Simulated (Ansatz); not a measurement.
## MoSi2: energy along a strain

MoSi2, I4/mmm, a = 3.217 Å, c = 7.873 Å. Ansatz: PBE, PAW, 420 eV, Γ-centred 20×20×20 mesh on 3 atoms, Gaussian smearing 0.15 eV; no spin polarisation. Cell vectors (Å): -1.608 1.608 3.937; 1.608 -1.608 3.937; 1.608 1.608 -3.937. The cell is strained by x per cent times the pattern (0 0 1 0 0 0) in the order xx yy zz yz xz xy (engineering shears), with fractional coordinates held. y is the free energy over the start, V0 = 13.578 Å³/atom.

| x (%) | y (meV/atom) |
| --- | --- |
| -6.00 | ? |
| -4.50 | 48.59 |
| -3.00 | 20.67 |
| -1.50 | 4.95 |
| 0.00 | 0.00 |
| 1.50 | 4.53 |
| 3.00 | 17.34 |
| 4.50 | 37.30 |
| 5.25 | 49.64 |
| 6.00 | 63.39 |

**Question.** Fit y = c2 x² + c3 x³ to the other rows, get the stiffness along the pattern, and predict the missing energy.

**Answer.** Least squares on the rows shown. y = 2.1223 x² − 0.060828 x³. The clamped-ion stiffness p·C·p = 2 × 21.22 eV × 160.2 / 13.578 Å³ = 501 GPa, which is C33 in these axes. At x = -6.00 the fit asked for gives 89.54 meV/atom. The run gave 90.34 meV/atom, so the fit is 0.80 meV/atom too low, 0.89 % of the span of the series, against an rms of 0.09 meV/atom on the fitted rows. The row lies outside the fitted range. With a term in x⁴ added, a fit to the same known rows predicts 90.15 meV/atom, so most of the miss is curvature that the known rows already hold.